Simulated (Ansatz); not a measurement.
Input of an Ansatz 0.2.0 run:

input

```
crystal:
  lattice:
    - [0.0, 2.115, 2.115]
    - [2.115, 0.0, 2.115]
    - [2.115, 2.115, 0.0]
  atoms:
    - { symbol: Nb, position: [0.0, 0.0, 0.0] }
hamiltonian:
  xc: hse06
  pseudopotentials: { kind: paw }
kpoints:
  mp_grid: { grid: [6, 6, 6] }
scf:
  occupations: { method: fermi_dirac, width: 0.05 }
output:
  forces: true
  stress: true
  eigenvalues: true
relax:
  f_tol: 0.01
  max_steps: 40
  cell: { stress_tol: 0.05 }
```

(1) Predict the relaxed volume.

(2) Predict the band gap on the k mesh.

(3) Predict the space group after relaxing (to 0.05 Å).

(4) Estimate the relaxed cell.

Answers

(1) 18.69 Å³/atom.

(2) none (metal or under the smearing width).

(3) Fm-3m (No. 225).

(4) a = 2.979 Å, b = 2.979 Å, c = 2.979 Å, α = 60.00°, β = 60.00°, γ = 60.00°.

Caveat: the k mesh is coarse (spacing up to 0.43 Å⁻¹), so the values aren't converged, least of all with exact exchange; the PAW data sets come from PBE, with cores solved anew for the run's functional, which leaves a small shift of forces and pressure.
